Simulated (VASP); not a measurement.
Set up this calculation in VASP 6.6.1, as the native input.

```yaml
Task: density of states
Functional: TB-mBJ
Potentials_or_basis: VASP PAW PBE potentials, release 54 (Be, H)
Cutoff: 520 eV
k_mesh: 8 × 8 × 7
Occupations: tetrahedron
Spin: no spin polarisation
Further_INCAR_settings: ALGO = Normal; EDIFF = 1e-06; NBANDS = 12
```

The system is Be3H2.

```
CELL_PARAMETERS angstrom
3.62121 0.02242 -0.00294
-1.79119 3.28577 0.01943
-0.00285 0.02012 3.59394
ATOMIC_POSITIONS crystal
Be 0.33142 0.33142 0.00000
Be 0.66858 0.00000 0.00000
Be 0.00000 0.66858 0.00000
H 0.33333 0.66667 0.25744
H 0.66667 0.33333 0.74256
```

The cell was built by a generator and needn't be a form met in nature.

The cell isn't the ideal one: cell strained at random at fixed volume.

One way to write it, as run:

POSCAR

```
Be3H2
3.6213
    0.999975147047      0.006190870682     -0.000811034711
   -0.494624858476      0.907344876149      0.005364924198
   -0.000787010190      0.005556844227      0.992444702179
Be H
3 2
Direct
    0.3314200000      0.3314200000      0.0000000000
    0.6685800000      0.0000000000      0.0000000000
    0.0000000000      0.6685800000      0.0000000000
    0.3333300000      0.6666700000      0.2574400000
    0.6666700000      0.3333300000      0.7425600000
```

INCAR.step1

```
SYSTEM = Be3H2
ALGO = Normal
EDIFF = 1E-5
ENCUT = 520
GGA = PE
ISIF = 2
ISMEAR = 0
LASPH = .True.
LCHARG = .False.
LREAL = .False.
LWAVE = .True.
NBANDS = 12
NELM = 80
PREC = Accurate
SIGMA = 0.05
```

INCAR.step2

```
SYSTEM = Be3H2
ALGO = Normal
EDIFF = 1E-6
ENCUT = 520
ISIF = 2
ISMEAR = -5
ISTART = 1
LASPH = .True.
LCHARG = .False.
LORBIT = 10
LREAL = .False.
LWAVE = .False.
METAGGA = MBJ
NBANDS = 12
NEDOS = 1001
NELM = 80
PREC = Accurate
SIGMA = 0.05
```

KPOINTS

```
k-points
0
Gamma
  8 8 7
  0 0 0
```

Potentials or basis: VASP PAW PBE potentials, release 54 (Be, H).

Run with:

```sh
$ cat potpaw_PBE.54/Be/POTCAR potpaw_PBE.54/H/POTCAR > POTCAR
$ cp INCAR.step1 INCAR
$ mpirun -np 1 vasp_std > vasp.out
$ cp INCAR.step2 INCAR
$ mpirun -np 1 vasp_std > vasp.out
```

Results of the run:

```yaml
Band_gap_on_the_k_mesh: none (metal or under the smearing width)
Valence_electrons_inside_the_program's_atomic_spheres: Be 1.05; H 0.57
```

Run time: 82 s on 1 thread of Intel(R) Xeon(R) 6975P-C (Granite Rapids), with other jobs on the host, peak memory 0.23 GiB.
